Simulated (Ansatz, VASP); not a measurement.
**SiC in VASP and in Ansatz**

```
CELL_PARAMETERS angstrom
3.07600 0.00000 0.00000
-1.53800 2.66389 0.00000
0.00000 0.00000 5.04800
ATOMIC_POSITIONS crystal
Si 0.33333 0.66667 0.00000
Si 0.66667 0.33333 0.50000
C 0.33333 0.66667 0.38500
C 0.66667 0.33333 0.88500
```

Alike in both runs: task single point; functional PBE; k mesh 6 × 6 × 4; occupations gaussian, width 0.1 eV; no spin polarisation.

```csv
,VASP,Ansatz
version,VASP 6.6.1,Ansatz 0.2.0
potentials or method,"VASP PAW PBE potentials, release 64 (Si, C)","scalar-relativistic, plane waves, PAW"
plane-wave cutoff (eV),520,420
valence electrons in the cell,16,16
```

```csv
,VASP,Ansatz,Ansatz less VASP
gap on the k mesh at the Fermi level (eV),2.32,2.32,+0.002
least direct gap on the mesh (eV),4.07,4.08,+0.004
pressure (GPa),3.6,3.7,+0.06
largest component of the traceless stress (GPa),3.32,3.34,+0.018
rms of the force components (eV/Å),0.430,0.430,0.0000
```

Atom by atom the forces differ by 0.000 eV/Å (rms over components).

A k mesh can miss the band edges. Expect the measured gap to be larger: semilocal functionals such as PBE lack the derivative discontinuity.
